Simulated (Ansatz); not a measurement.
This log comes from Ansatz, run on LiNbO3 built on the LiNbO3 prototype. Cell and atoms come from a relaxation with r2SCAN.

The cell given to it:
```
Li Nb O
1.0
     2.56870    1.48304    4.62823
    -2.56870    1.48304    4.62823
     0.00000   -2.96608    4.62823
Li Nb O
2 2 6
Direct
  0.78217 0.78217 0.78217
  0.28217 0.28217 0.28217
  0.50018 0.50018 0.50018
  0.00018 0.00018 0.00018
  0.60799 0.21964 0.86202
  0.86202 0.60799 0.21964
  0.10799 0.36202 0.71964
  0.21964 0.86202 0.60799
  0.71964 0.10799 0.36202
  0.36202 0.71964 0.10799
```

Output, abridged:
```
scf.n_extra_bands = 6 over 34 filled bands (N_el = 68.0): the run solves 40 bands
Pseudopotential: Li, paw, valence charge 3, recommended cutoff 420 eV (normal)
Pseudopotential: Nb, paw, valence charge 13, recommended cutoff 420 eV (normal)
Pseudopotential: O, paw, valence charge 6, recommended cutoff 420 eV (normal)
Functional definition: HSE06
Crystal: 10 atoms, lattice volume = 105.787 Å³
Basis set: ecut = 420 eV, 2079 PW (Γ)
Bands: 40, of which v1, the nominal top of the filled ones, is band 34 counted from 1 (33 counted from 0)
Symmetry: 6 space group operations
Space group: R3c (ITA 161)
k-points: 13 of 64 (time reversal used)
Exchange kernel: α = 0.2500, screened, ω = 0.2079 Å⁻¹, Wigner–Seitz truncation, v(0) = 1045.3536 eV·Å³, q-mesh 4×4×4
hybrid outer 1: dexx = +4.190e-2 eV, tail = 5.82e-5 eV
hybrid outer 2: dexx = +1.033e-6 eV, tail = 1.76e-8 eV, Δε = 1.42e-3 eV, ΔF = 1.60e-2 eV/Å
hybrid outer 3: dexx = +1.535e-9 eV, tail = 6.25e-10 eV, Δε = 3.74e-5 eV, ΔF = 1.13e-4 eV/Å
hybrid SCF converged: 3 outer / 14 inner (+3 warm-up)
Free energy (F): -12932.591564 eV
Fermi energy:    6.185374 eV
--- Forces (eV/Å), atoms counted from 1 ---
  atom   1  Li      0.00000      0.00000    -0.00722
  atom   2  Li      0.00000      0.00000    -0.00722
  atom   3  Nb      0.00000      0.00000      0.20163
  atom   4  Nb      0.00000      0.00000      0.20163
  atom   5  O     -0.07562      0.28218    -0.06478
  atom   6  O     -0.20657    -0.20658    -0.06478
  atom   7  O       0.20657    -0.20658    -0.06478
  atom   8  O       0.28219    -0.07560    -0.06478
  atom   9  O       0.07562      0.28218    -0.06478
  atom  10  O     -0.28219    -0.07560    -0.06478
--- Stress (GPa, compression-positive) ---
       -3.106201       0.000000       0.000000
        0.000000      -3.106201       0.000000
        0.000000       0.000000      -2.432716
  P = ⅓ Tr σ = -2.8817 GPa (-28.817 kbar)
--- Band table (eV; the first three rows and the last of 13) ---
  k-point 0: bands = […, 5.4226, 5.4226, 5.4899, 5.6039, 6.1854, 6.1854, 11.2903, 11.2903, 11.7797, 12.9418, …]
  k-point 1: bands = […, 5.3915, 5.6407, 5.6915, 5.7375, 5.9633, 6.0968, 11.3200, 11.4499, 11.9338, 12.6640, …]
  k-point 2: bands = […, 5.6982, 5.6982, 5.8754, 5.8754, 5.9623, 5.9623, 11.5706, 11.5706, 12.4866, 12.4866, …]
  k-point 12: bands = […, 5.4770, 5.4770, 5.8552, 5.8552, 5.8552, 5.8552, 12.4192, 12.4192, 12.6281, 12.6281, …]
```

bands.tsv, columns around the gap (it counts bands from 0):
```tsv
# k_distance	band_29	band_30	band_31	band_32	band_33	band_34	band_35	band_36	band_37
# fermi_ev = 6.185374
# [0, 0, 0] at k_distance = 0.000000
# [-0.5, -0.5, -0.5] at k_distance = 0.678790
# [-0.5, -0.2351184956, -0.7648815044] at k_distance = 1.326705
# [-0.2351184956, 0.2351184956, -0.5] at k_distance = 1.864185
# [0, 0, -0.5] at k_distance = 2.439299
# [0, 0.3675592478, -0.3675592478] at k_distance = 2.947760
# [-0.3675592478, 0, -0.6324407522] at k_distance = 3.422952
# [-0.5, 0, -0.5] at k_distance = 3.746909
# [0.135417, 0.135417, 0.135417] at k_distance = 4.697467
# [0, 0.380208, -0.380208] at k_distance = 5.645473
# levels_relative_to = fermi_ev
0.000	-0.763	-0.696	-0.582	0.000	0.000	5.105	5.105	5.594	6.756
0.679	-0.708	-0.330	-0.330	-0.330	-0.330	6.234	6.234	6.443	6.443
1.327	-1.095	-0.617	-0.617	-0.277	-0.277	5.401	5.401	6.322	6.322
1.864	-1.095	-0.617	-0.617	-0.277	-0.277	5.401	5.401	6.322	6.322
2.439	-0.487	-0.310	-0.310	-0.223	-0.223	5.385	5.385	6.301	6.301
2.948	-0.821	-0.757	-0.522	-0.402	-0.118	5.048	5.579	6.256	6.325
3.423	-0.821	-0.757	-0.522	-0.402	-0.118	5.048	5.579	6.256	6.325
3.747	-1.015	-0.721	-0.721	-0.516	-0.226	5.188	5.646	6.165	6.191
4.697	-0.728	-0.728	-0.526	0.009	0.009	5.244	5.244	5.647	6.828
5.645	-0.833	-0.761	-0.550	-0.414	-0.122	5.044	5.593	6.243	6.323
```
In order the rows are Γ, T, H₂, H₀, L, S₀, S₂, F, Γ–T (0.27), S₂–F (0.10).

Problem. What input produced it? Give the YAML.

Solution.
```yaml
crystal:
  # lattice and atoms as above
kpoints:
  mp_grid: { grid: [4, 4, 4] }
  band_path:
    path:
      - [0.0, 0.0, 0.0]
      - [-0.5, -0.5, -0.5]
      - [-0.5, -0.2351184956, -0.7648815044]
      - [-0.2351184956, 0.2351184956, -0.5]
      - [0.0, 0.0, -0.5]
      - [0.0, 0.3675592478, -0.3675592478]
      - [-0.3675592478, 0.0, -0.6324407522]
      - [-0.5, 0.0, -0.5]
      - [0.135417, 0.135417, 0.135417]
      - [0.0, 0.380208, -0.380208]
    npoints: 1
hamiltonian:
  xc: hse06
scf:
  occupations: { method: fixed }
  n_extra_bands: 6
output:
  forces: true
  stress: true
  eigenvalues: true
```
A single point prints forces and stress when the output block asks for them. The exchange loop shows exact exchange. Keys that only write grids to files are left aside. Not every key shows in the log; this is the file that was used.

It took 40 s on 1 × NVIDIA H100 80GB HBM3 with 2 threads of AMD EPYC 7R13 Processor (Zen 3) (shared host), load about 4.1 per core; peak host memory 2.7 GiB.

No spin polarisation. The prototype was imposed, so other structures may be more stable.

The runs are scalar-relativistic, without spin-orbit coupling.

The stress of a hybrid is loosely converged in these runs.

The meshes of the hybrids are coarse, so their gaps aren't converged to the digits shown.
